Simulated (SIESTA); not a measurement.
The system is MgO.

```
CELL_PARAMETERS angstrom
0.00000 2.09700 2.09700
2.09700 0.00000 2.09700
2.09700 2.09700 0.00000
ATOMIC_POSITIONS crystal
Mg 0.00000 0.00000 0.00000
O 0.50000 0.50000 0.50000
```

The cell is a database's computed one.

Base run:

* Program: SIESTA 5.4.2
* Functional: PBE
* Potentials or basis: PseudoDojo 0.4 standard (PBE files)
* Basis: DZP (energy shift 0.003 Ry; two zetas on semicore shells)
* Grid cutoff: 800 Ry
* Energy shift: 0.003 Ry
* k mesh: 11 × 11 × 11
* Occupations: fermi-dirac, width 0.05 eV
* Spin: no spin polarisation

Its results: band gap on the k mesh 4.76 eV, direct; pressure 10.5 GPa.

**Question.** The run is repeated on the same cell with these changes: potentials or basis from PseudoDojo 0.4 standard (PBE files) to Ansatz (PBE files). What comes out?

**Answer.** Band gap on the k mesh 4.73 eV, direct; pressure 9.1 GPa.

Caveats: the basis of atomic orbitals isn't converged, which shifts pressures, moduli and gaps.
